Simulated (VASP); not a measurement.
# P (Im-3m) in VASP: a series of runs, part 2 of 2

VASP 6.6.1. The steps go on from the part before.

## (3) Relaxation of cell and atoms, PBE

This run uses another cell than the first one, of 24.34 Å³/atom, 0.981 times its volume.

INCAR reads:

```
SYSTEM = P
PREC = Accurate
ENCUT = 600
EDIFF = 1E-6
ISMEAR = 0
SIGMA = 0.1
LREAL = .False.
LASPH = .True.
NELM = 100
ALGO = Normal
ISIF = 3
LWAVE = .False.
LCHARG = .False.
GGA = PE
IBRION = 2
NSW = 100
EDIFFG = -0.01
```

KPOINTS reads:

```
Automatic mesh
0
Gamma
  8 8 8
  0 0 0
```

POSCAR reads:

```
P
1.0
   -3.3172838558      3.3172838558      3.3172838558
    3.3172838558     -3.3172838558      3.3172838558
    3.3172838558      3.3172838558     -3.3172838558
P
6
Direct
    0.7500000000      0.2500000000      0.5000000000
    0.2500000000      0.7500000000      0.5000000000
    0.5000000000      0.2500000000      0.7500000000
    0.7500000000      0.5000000000      0.2500000000
    0.5000000000      0.7500000000      0.2500000000
    0.2500000000      0.5000000000      0.7500000000
```

Potentials or basis: VASP PAW PBE potentials, release 64 (P).

The run is started by

```sh
$ cat potpaw_PBE.64/P/POTCAR > POTCAR
$ mpirun -np 1 vasp_std > vasp.out
```

OUTCAR:

```text
SYSTEM = P
   PREC = Accurate
   ENCUT = 600
   EDIFF = 1E-6
   ISMEAR = 0
   LREAL = .False.
   LASPH = .True.
   NELM = 100
   ISIF = 3
   GGA = PE
   IBRION = 2
   NSW = 100
   EDIFFG = -0.01

 ion  position               nearest neighbor table
   1  0.750  0.250  0.500-   3 2.35   4 2.35   6 2.35   5 2.35
   2  0.250  0.750  0.500-   5 2.35   6 2.35   3 2.35   4 2.35
   3  0.500  0.250  0.750-   1 2.35   4 2.35   6 2.35   2 2.35
   4  0.750  0.500  0.250-   1 2.35   5 2.35   3 2.35   2 2.35
   5  0.500  0.750  0.250-   2 2.35   4 2.35   6 2.35   1 2.35
   6  0.250  0.500  0.750-   2 2.35   3 2.35   5 2.35   1 2.35

  LATTYP: Found a body centered cubic cell.
 ALAT       =     6.6345677116

  Lattice vectors:

 A1 = (  -3.3172838558,   3.3172838558,   3.3172838558)
 A2 = (   3.3172838558,  -3.3172838558,   3.3172838558)
 A3 = (   3.3172838558,   3.3172838558,  -3.3172838558)

Analysis of symmetry for initial positions (statically):
=====================================================================
 Subroutine PRICEL returns:
 Original cell was already a primitive cell.

 Routine SETGRP: Setting up the symmetry group for a
 body centered cubic supercell.

 Subroutine GETGRP returns: Found 48 space group operations
 (whereof 48 operations were pure point group operations)
 out of a pool of 48 trial point group operations.

The static configuration has the point symmetry O_h .

Analysis of symmetry for dynamics (positions and initial velocities):
=====================================================================
 Subroutine PRICEL returns:
 Original cell was already a primitive cell.

 Routine SETGRP: Setting up the symmetry group for a
 body centered cubic supercell.

 Subroutine GETGRP returns: Found 48 space group operations
 (whereof 48 operations were pure point group operations)
 out of a pool of 48 trial point group operations.

The dynamic configuration has the point symmetry O_h .

 Subroutine INISYM returns: Found 48 space group operations
[... 135 lines left out ...]
   LRPA    =     F    only Hartree local field effects (RPA)
 conjugate gradient relaxation of ions
 non-spin polarized calculation
 Gauss-broadening in eV      SIGMA  =   0.10
  energy-cutoff  :      600.00
  volume of cell :      146.02
 maximum number of plane-waves:      4904
 NGX is ok and might be reduce to    48
   NGX = 23   NGY = 23   NGZ = 23

--------------------------------------- Ionic step        1  -------------------------------------------

 number of electron      30.0000004 magnetization

 Free energy of the ion-electron system (eV)
  ---------------------------------------------------
  ext. energy  EPLUGINS =         0.00000000
  ---------------------------------------------------
  free energy    TOTEN  =       -29.10647855 eV

  energy without entropy =      -29.07638117  energy(sigma->0) =      -29.09142986

------------------------ aborting loop because EDIFF is reached ----------------------------------------

  FORCE on cell =-STRESS in cart. coord.  units (eV):
  Direction    XX          YY          ZZ          XY          YZ          ZX
  --------------------------------------------------------------------------------------
  -------------------------------------------------------------------------------------
  Total        0.5263374      0.5263374      0.5263374     -0.0000000     -0.0000000      0.0000000
  in kB        5.7751982      5.7751982      5.7751982     -0.0000000     -0.0000000      0.0000000
  external PRESSURE =       5.7751982 kB  Pullay stress =       0.0000000 kB
[... 67 lines left out ...]
--------------------------------------- Ionic step        3  -------------------------------------------

 number of electron      30.0000001 magnetization

 Free energy of the ion-electron system (eV)
  ---------------------------------------------------
  ext. energy  EPLUGINS =         0.00000000
  ---------------------------------------------------
  free energy    TOTEN  =       -29.11072584 eV

  energy without entropy =      -29.08161729  energy(sigma->0) =      -29.09617156

 E-fermi :   4.2900     XC(G=0):  -8.3275

 val. band max:        4.2676861184   @ k =   0.2500   0.2500   0.1250
 cond. band min:       4.2969277609   @ k =   0.3750   0.1250   0.0000
 fundamental gap:      0.0292416425
 Fermi energy:         4.2900096507

 k-point     1 :       0.0000    0.0000    0.0000
  band No.  band energies     occupation
      1     -10.8145      2.00000
      2      -6.7541      2.00000
      3      -6.7541      2.00000
      4      -6.7541      2.00000
      5      -6.2814      2.00000
      6      -6.2814      2.00000
[... 505 lines left out ...]
      6      -2.8189      2.00000
[... 11 lines left out ...]
     18       5.7242      0.00000
     19       6.4109      0.00000

 [... further k-points ...]

------------------------ aborting loop because EDIFF is reached ----------------------------------------

  FORCE on cell =-STRESS in cart. coord.  units (eV):
  Direction    XX          YY          ZZ          XY          YZ          ZX
  --------------------------------------------------------------------------------------
  -------------------------------------------------------------------------------------
  Total       -0.0321796     -0.0321796     -0.0321796      0.0000000      0.0000000      0.0000000
  in kB       -0.3471026     -0.3471026     -0.3471026      0.0000000      0.0000000      0.0000000
  external PRESSURE =      -0.3471026 kB  Pullay stress =       0.0000000 kB
[... 21 lines left out ...]
  FREE ENERGIE OF THE ION-ELECTRON SYSTEM (eV)
  ---------------------------------------------------
  free  energy   TOTEN  =       -29.1107258354 eV

  energy  without entropy=      -29.0816172923  energy(sigma->0) =      -29.09617156

 reached required accuracy - stopping structural energy minimisation
```

OSZICAR:

```text
N       E                     dE             d eps       ncg     rms          rms(c)
DAV:   1     0.146242462565E+03    0.14624E+03   -0.13212E+04  1102   0.146E+03
DAV:   2    -0.168658656310E+02   -0.16311E+03   -0.15940E+03  1455   0.219E+02
DAV:   3    -0.288376896163E+02   -0.11972E+02   -0.11308E+02  1431   0.605E+01
DAV:   4    -0.293131177298E+02   -0.47543E+00   -0.46071E+00  1635   0.109E+01
[... 18 lines left out ...]
DAV:   1    -0.291117407009E+02   -0.11859E-02   -0.27610E-02  1147   0.828E-01    0.181E-01
DAV:   2    -0.291110503878E+02    0.69031E-03   -0.16660E-03  1236   0.207E-01    0.886E-02
DAV:   3    -0.291107272761E+02    0.32311E-03   -0.81706E-04  1177   0.126E-01    0.310E-02
DAV:   4    -0.291107266539E+02    0.62226E-06   -0.25030E-05  1542   0.267E-02    0.148E-02
DAV:   5    -0.291107258354E+02    0.81842E-06   -0.15995E-06   950   0.717E-03
   3 F= -.29110726E+02 E0= -.29096172E+02  d E =-.424728E-02
```

It took 97 s on 1 thread of Intel Xeon 6975P-C (Granite Rapids), shared host; peak memory 0.35 GiB.

What came out:

* Free energy: -29.1107 eV
* Relaxed volume: 24.76 Å³/atom
* Relaxed cell: a = 5.779 Å, b = 5.779 Å, c = 5.779 Å, α = 109.47°, β = 109.47°, γ = 109.47°
* Space group after relaxing (to 0.05 Å): Im-3m (No. 229)
* Energy gained by relaxing: 0.7 meV/atom
* Ionic steps: 3
* Pressure after relaxing: 0.0 GPa
* Band gap on the k mesh: none (metal or under the smearing width)

The path:
| step | energy change (eV) | largest force (eV/Å) | pressure (GPa) | volume (Å³) |
| --- | --- | --- | --- | --- |
| 1 | 0.0000 | 0.0000 | 0.58 | 146.02 |
| 2 | -0.0041 | 0.0000 | 0.14 | 147.88 |
| 3 | -0.0042 | 0.0000 | -0.03 | 148.54 |

Final structure:
```xyz
6
Lattice="-3.3362 3.3362 3.3362 3.3362 -3.3362 3.3362 3.3362 3.3362 -3.3362" Properties=species:S:1:pos:R:3 pbc="T T T"
P     0.0000    3.3362    1.6681
P     3.3362    0.0000    1.6681
P     1.6681    3.3362    0.0000
P     0.0000    1.6681    3.3362
P     1.6681    0.0000    3.3362
P     3.3362    1.6681    0.0000
```
